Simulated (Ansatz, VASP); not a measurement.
WC in VASP and in Ansatz

```xyz
4
Lattice="0.0000 2.8881 2.8881 2.8881 0.0000 2.8881 2.8881 2.8881 0.0000" Properties=species:S:1:pos:R:3 pbc="T T T"
W     2.8881    2.8881    2.8881
W     4.3322    4.3322    4.3322
C     0.0000    0.0000    0.0000
C     1.4441    1.4441    1.4441
```

Change from the starting cell: species swapped into the LiIn type (Fd-3m, No. 227).

Alike in both runs: functional PBE; k mesh 6 × 6 × 6; occupations gaussian, width 0.1 eV; no spin polarisation.

Ansatz relaxed the structure, and its values are those at the end. VASP's run is a single point on that final structure, the one shown.

|  | VASP | Ansatz |
| --- | --- | --- |
| version | VASP 6.6.1 | Ansatz 0.2.0 |
| potentials or method | VASP PAW PBE potentials, release 64 (W_sv, C) | scalar-relativistic, plane waves, PAW |
| plane-wave cutoff (eV) | 520 | 420 |
| valence electrons in the cell | 36 | 36 |

VASP gave:

```
gap on the k mesh at the Fermi level (eV) : none
pressure (GPa)                            : 0.7
```

Problem. Estimate Ansatz's values.

Solution. gap on the k mesh at the Fermi level (eV): none; pressure (GPa): -0.2.

A gap of «none» marks a metal or a gap that the smearing closes. With one functional, cell and mesh, what is left measures potentials, basis and numerics.

Spin-orbit coupling is left out, which matters for the levels of W.
